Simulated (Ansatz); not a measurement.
# ZnSe (Stilleite) (F-43m) in Ansatz: a series of runs

The runs below take ZnSe (Stilleite) through single point, with PBE, PBEsol.

Program: Ansatz 0.2.0. These are calculated values, not measurements. Logs are shortened: lines on timing, memory, paths and dates and some standing lists are left out, and cuts for length are marked.

**What was measured.**

From “Alloy Disordering Effects on the Thermal Conductivity and Energy Gap Temperature Dependence of Cd1−xZnxSe Ternary Crystals Grown by the Bridgman Method”, 2023, pmc:10253836, for a bulk crystal of ZnSe at 300 K: band gap 2.695 ± 0.003 eV (an exciton energy, a little under the gap).

How close the calculation comes is told below.

### Step 1. The structure

Symmetry: F-43m, No. 216, cubic system. Conventional cell: a = 5.668 Å, b = 5.668 Å, c = 5.668 Å, α = 90.00°, β = 90.00°, γ = 90.00°. Se (site symmetry -43m) is surrounded by 4 Zn at 2.45 Å. Zn (site symmetry -43m) is surrounded by 4 Se at 2.45 Å.

### Step 2. Single point, PBE

File input.yaml:

```yaml
crystal:
  lattice:
    - [0.0, 2.8338, 2.8338]
    - [2.8338, 0.0, 2.8338]
    - [2.8338, 2.8338, 0.0]
  atoms:
    - { symbol: Se, position: [0.75, 0.75, 0.75] }
    - { symbol: Zn, position: [0.0, 0.0, 0.0] }
kpoints:
  mp_grid: { grid: [6, 6, 6] }
scf:
  occupations: { method: fermi_dirac, width: 0.03 }
hamiltonian:
  xc: pbe
  pseudopotentials: { kind: all_electron, lapw: { basis_error: 0.002 } }
output:
  forces: true
  stress: true
  eigenvalues: true
```

Potentials or basis: all-electron LAPW, scalar-relativistic.

Command:

```sh
> ansatz run input.yaml --threads 1 --pin off --max-ram 3072MiB --backend cpu --events-out ev --progress --plain --runs-dir out
```

Log:

```text
Warning: RAYON_NUM_THREADS=1 ignored (pool sized by the plan → 1); use --threads N
LAPW: plane waves up to 8.666 Å⁻¹, error target 2.0e-3 eV per atom; small_component_spin mean_spin; Zn in spheres of 1.249 Å, 20 of its electrons in bands, Dirac shells []; Se in spheres of 1.205 Å, 24 of its electrons in bands, Dirac shells [] (how accurate: hamiltonian.pseudopotentials.lapw.basis_error, Limitations)
Engine: ansatz 0.2.0, aarch64-unknown-linux-gnu
Pseudopotentials: kind: all_electron
Pseudopotential: Se, LAPW, valence charge 24, lapw/all_electron/scalar/gaussian/Se, Koelling and Harmon's equation, gaussian nucleus
Pseudopotential: Zn, LAPW, valence charge 20, lapw/all_electron/scalar/gaussian/Zn, Koelling and Harmon's equation, gaussian nucleus
Functional definition: PBE
  parameter kappa = 0.804
  parameter beta = 0.06672455060314922
  exchange = pbe_x(kappa = kappa, mu = beta*pi^2/3)
  correlation = pbe_c(beta = beta)
Crystal: 2 atoms, lattice volume = 45.513 Å³
Basis set: ecut = 286.1301012100988 eV, 531 PW (Γ), exchange–correlation at level 2
Bands: 27, of which v1, the nominal top of the filled ones, is band 22 counted from 1 (21 counted from 0)
Symmetry: 24 space group operations
Space group: F-43m (ITA 216), of the structure as read, at distance tolerance 3.6e-5 Å
k-points: 16 of 216 (time reversal used)
Non-local potential: Se, projectors of the file, none
Non-local potential: Zn, projectors of the file, none
Initial density: superposition of atomic densities (chi_scale 0.1, normalization cell, long waves kept (reshape's long-wave potential 0.00 eV rms))
Initial wavefunctions: plane waves of lowest kinetic energy (no species holds an atomic orbital)
Functional: x = pbe(κ = 0.804, μ = 0.2195149727645171), c = pbe(β = 0.06672455060314922)
iter 1 solved again at ethr=1.63e-3 eV; its pass at ethr=1.00e-1 eV (dr2=7.17e-1 eV) is discarded
SCF iter   1: F=—  HF=-115000.388527 eV  |F-HF|=—  |Δ(HF+E_count)|=         —  Δρ=3.07e-2  dr2=7.18e-1  ethr=1.63e-3  ⟨swp⟩=2.0  Hψ=2716  notcnv=0
preconditioner: auto → none  [insulator: Δε(μ)=1.545 eV  Ē_g=12.183 eV  σ=0.030 eV  W_gap=1.00  n_scr=14 (ndim 8)  ℏωp=23.4 eV  f_vac=0.191  D(μ)=0.00/eV (n_scr^D=0)  ε∞_Penn≈4.7]
iter 2 solved again at ethr=7.22e-5 eV; its pass at ethr=1.63e-3 eV (dr2=3.18e-2 eV) is discarded
SCF iter   2: F=—  HF=-115000.171883 eV  |F-HF|=—  |Δ(HF+E_count)|=   2.17e-1  Δρ=9.46e-3  dr2=3.18e-2  ethr=7.22e-5  ⟨swp⟩=2.0  Hψ=2255  notcnv=0
SCF iter   3: F=—  HF=-115000.103756 eV  |F-HF|=—  |Δ(HF+E_count)|=   6.81e-2  Δρ=6.31e-3  dr2=1.52e-2  ethr=7.22e-5  ⟨swp⟩=3.0  Hψ=1397  notcnv=0
SCF iter   4: F=—  HF=-115000.096930 eV  |F-HF|=—  |Δ(HF+E_count)|=   6.83e-3  Δρ=2.96e-3  dr2=3.49e-3  ethr=3.46e-5  ⟨swp⟩=2.0  Hψ=1279  notcnv=0
SCF iter   5: F=—  HF=-115000.097160 eV  |F-HF|=—  |Δ(HF+E_count)|=   2.30e-4  Δρ=5.99e-4  dr2=1.10e-4  ethr=7.94e-6  ⟨swp⟩=2.0  Hψ=1245  notcnv=0
SCF iter   6: F=—  HF=-115000.097178 eV  |F-HF|=—  |Δ(HF+E_count)|=   1.81e-5  Δρ=8.96e-5  dr2=2.77e-6  ethr=2.51e-7  ⟨swp⟩=2.3  Hψ=1232  notcnv=0
SCF iter   7: F=-115000.097184 eV  HF=-115000.097184 eV  |F-HF|=5.27e-8  |Δ(HF+E_count)|=   6.36e-6  Δρ=1.18e-5  dr2=5.94e-8  ethr=6.29e-9  ⟨swp⟩=3.0  Hψ=1297  notcnv=0
SCF 1 converged in 7 iterations: F = -115000.097184 eV  dr2 = 5.94e-8
SCF converged after 7 iterations
Free energy (F): -115000.097184 eV
Harris-Foulkes:  -115000.097184 eV  (|F-HF|=5.27e-8)
Internal energy: -115000.097184 eV  (E = F + TS)
E sigma→0 (E₀):  -115000.097184 eV
Fermi energy:    8.707205 eV
--- Per-component energies (eV) ---
  E_band       = -2238.018509
  E_kinetic    = 117467.995685
  E_xc         = -4346.742283
  E_electrostatic = -228121.350586  (all electrons and nuclei)
  E_smearing   = -0.000000  (= −TS)
  E_closure    = 0.000000  (closes the sum)
  E_atoms      = -114994.086913  (free atoms, spherical and without spin; not in F)
  Σ components = -115000.097184   (vs F -115000.097184, Δ=0.00e0)
  Basis errors (estimates in eV, not in F): energy 8.6e-4 per atom: plane waves 7.7e-4 (4.6e-4 summed), levels above the bands 3.2e-143, relativity 4.5e-8, radial functions 8.9e-5, core shells 5.0e-10; eigenvalues (radial functions only) 2.3e-6; not estimated: angular momenta, meshes, grids; target (lapw.basis_error) 2.0e-3; muffin-tin radii Zn 1.249 Å, Se 1.205 Å
--- Forces (eV/Å), atoms counted from 1 ---
  atom   1  Se    -0.00000000     0.00000000    -0.00000000
  atom   2  Zn     0.00000000    -0.00000000     0.00000000
  max |Σ_I F_I| component: 3.70e-17 eV/Å
--- Stress (GPa, compression-positive) ---
        2.149895       0.000000      -0.000000
        0.000000       2.149895       0.000000
       -0.000000       0.000000       2.149895
  P = ⅓ Tr σ = 2.1499 GPa (21.499 kbar)
--- Band table (eV; the first three rows and the last of 16) ---
  k-point 0: bands = ["-199.1210", "-138.5878", "-138.5878", "-138.5878", "-117.1576", "-71.3259", "-71.3259", "-71.3259", "-38.8053", "-38.8053", "-38.8053", "-38.8011", "-38.8011", "-5.2134", "1.5043", "1.5043", "1.5043", "1.8743", "1.8743", "8.0463", "8.0463", "8.0463", "9.3352", "13.8558", "13.8558", "13.8558", "17.9756"]
  k-point 1: bands = ["-199.1210", "-138.5878", "-138.5878", "-138.5878", "-117.1576", "-71.3260", "-71.3259", "-71.3259", "-38.8053", "-38.8053", "-38.8053", "-38.8011", "-38.8011", "-5.0390", "1.5208", "1.5309", "1.5309", "1.8726", "1.8726", "6.1423", "7.7940", "7.7940", "10.5976", "13.9222", "14.2580", "14.2580", "18.5203"]
  k-point 2: bands = ["-199.1210", "-138.5878", "-138.5878", "-138.5878", "-117.1575", "-71.3260", "-71.3260", "-71.3260", "-38.8053", "-38.8052", "-38.8052", "-38.8011", "-38.8011", "-4.6478", "1.5757", "1.5757", "1.6750", "1.8808", "1.8808", "3.9920", "7.3668", "7.3668", "10.7283", "14.5297", "14.5297", "15.6155", "18.4683"]
  k-point 15: bands = ["-199.1210", "-138.5878", "-138.5878", "-138.5878", "-117.1575", "-71.3260", "-71.3260", "-71.3260", "-38.8054", "-38.8051", "-38.8050", "-38.8011", "-38.8010", "-4.1528", "1.6020", "1.7211", "1.7937", "1.8887", "2.1455", "3.3442", "5.4239", "5.4960", "12.5162", "12.8558", "16.3159", "16.6530", "19.6953"]
```

It took 7.7 s on 1 thread of Arm Neoverse V1, shared host; peak memory 0.25 GiB.

Results:

| Property | Result |
| --- | --- |
| Free energy | -115000.0972 eV |
| Pressure | 2.1 GPa |
| Band gap on the k mesh | 1.29 eV, direct |

### Step 3. Single point, PBEsol

File input.yaml:

```yaml
crystal:
  lattice:
    - [0.0, 2.8338, 2.8338]
    - [2.8338, 0.0, 2.8338]
    - [2.8338, 2.8338, 0.0]
  atoms:
    - { symbol: Se, position: [0.75, 0.75, 0.75] }
    - { symbol: Zn, position: [0.0, 0.0, 0.0] }
kpoints:
  mp_grid: { grid: [8, 8, 8] }
scf:
  occupations: { method: gaussian, width: 0.02 }
hamiltonian:
  xc: pbesol
  pseudopotentials: { kind: all_electron, lapw: { basis_error: 0.001 } }
output:
  forces: true
  stress: true
  eigenvalues: true
```

Potentials or basis: all-electron LAPW, scalar-relativistic.

Command:

```sh
> ansatz run input.yaml --threads 1 --pin off --max-ram 3072MiB --backend cpu --events-out ev --progress --plain --runs-dir out
```

Log:

```text
Warning: RAYON_NUM_THREADS=1 ignored (pool sized by the plan → 1); use --threads N
LAPW: plane waves up to 9.033 Å⁻¹, error target 1.0e-3 eV per atom; small_component_spin mean_spin; Zn in spheres of 1.247 Å, 20 of its electrons in bands, Dirac shells []; Se in spheres of 1.207 Å, 24 of its electrons in bands, Dirac shells [] (how accurate: hamiltonian.pseudopotentials.lapw.basis_error, Limitations)
Engine: ansatz 0.2.0, aarch64-unknown-linux-gnu
Pseudopotentials: kind: all_electron
Pseudopotential: Se, LAPW, valence charge 24, lapw/all_electron/scalar/gaussian/Se, Koelling and Harmon's equation, gaussian nucleus
[... 44 lines left out ...]
  atom   1  Se    -0.00000000     0.00000000    -0.00000000
  atom   2  Zn     0.00000000     0.00000000    -0.00000000
  max |Σ_I F_I| component: 1.39e-17 eV/Å
--- Stress (GPa, compression-positive) ---
       -1.114639      -0.000000      -0.000000
       -0.000000      -1.114639       0.000000
       -0.000000       0.000000      -1.114639
  P = ⅓ Tr σ = -1.1146 GPa (-11.146 kbar)
--- Band table (eV; the first three rows and the last of 29) ---
  k-point 0: bands = ["-198.8813", "-138.5458", "-138.5458", "-138.5458", "-116.9617", "-71.2912", "-71.2912", "-71.2912", "-38.9831", "-38.9831", "-38.9831", "-38.9787", "-38.9787", "-5.3711", "1.3603", "1.3603", "1.3603", "1.7314", "1.7314", "7.9154", "7.9154", "7.9154", "9.0853", "13.6618", "13.6618", "13.6618", "17.6597"]
  k-point 1: bands = ["-198.8813", "-138.5458", "-138.5458", "-138.5458", "-116.9617", "-71.2912", "-71.2912", "-71.2912", "-38.9831", "-38.9830", "-38.9830", "-38.9787", "-38.9787", "-5.2697", "1.3661", "1.3762", "1.3762", "1.7300", "1.7300", "6.5675", "7.7620", "7.7620", "10.0996", "13.5828", "13.9170", "13.9170", "18.5379"]
  k-point 2: bands = ["-198.8813", "-138.5458", "-138.5458", "-138.5458", "-116.9617", "-71.2913", "-71.2912", "-71.2912", "-38.9831", "-38.9830", "-38.9830", "-38.9786", "-38.9786", "-5.0062", "1.4111", "1.4111", "1.4189", "1.7314", "1.7314", "4.8345", "7.4348", "7.4348", "10.5730", "14.2938", "14.2938", "14.3758", "18.2911"]
  k-point 28: bands = ["-198.8813", "-138.5458", "-138.5458", "-138.5458", "-116.9617", "-71.2913", "-71.2913", "-71.2912", "-38.9830", "-38.9830", "-38.9827", "-38.9787", "-38.9785", "-4.3001", "1.4752", "1.5676", "1.6976", "1.7012", "2.0325", "3.2011", "5.1213", "5.2168", "13.2782", "13.4376", "14.7857", "15.5018", "19.5311"]
```

Run time: 15 s. Hardware: 1 thread of Arm Neoverse V1, shared host; peak memory 0.29 GiB.

Results:

```
Free energy            : -114917.0628 eV
Pressure               : -1.1 GPa
Band gap on the k mesh : 1.17 eV, direct
```

### Step 4. Against experiment

Step 2. Measured gap of ZnSe: 2.695 eV (an exciton energy, a little under the gap; 300 K; “Alloy Disordering Effects on the Thermal Conductivity and Energy Gap Temperature Dependence of Cd1−xZnxSe Ternary Crystals Grown by the Bridgman Method”, 2023, pmc:10253836). This calculation gives 1.29 eV (-1.41 eV). So large a miss can be the level of theory's own, or it may mean another phase, state or a wrong row. Spin-orbit coupling on Se is left out. The value is that of PBE, without temperature or zero-point motion. Semilocal functionals fall short of measured gaps as a rule.

Step 3. Measured gap of ZnSe: 2.695 eV (an exciton energy, a little under the gap; 300 K; “Alloy Disordering Effects on the Thermal Conductivity and Energy Gap Temperature Dependence of Cd1−xZnxSe Ternary Crystals Grown by the Bridgman Method”, 2023, pmc:10253836). This calculation gives 1.17 eV (-1.53 eV). So large a miss can be the level of theory's own, or it may mean another phase, state or a wrong row. Spin-orbit coupling on Se is left out. The value is that of PBEsol, without temperature or zero-point motion. Semilocal functionals fall short of measured gaps as a rule.
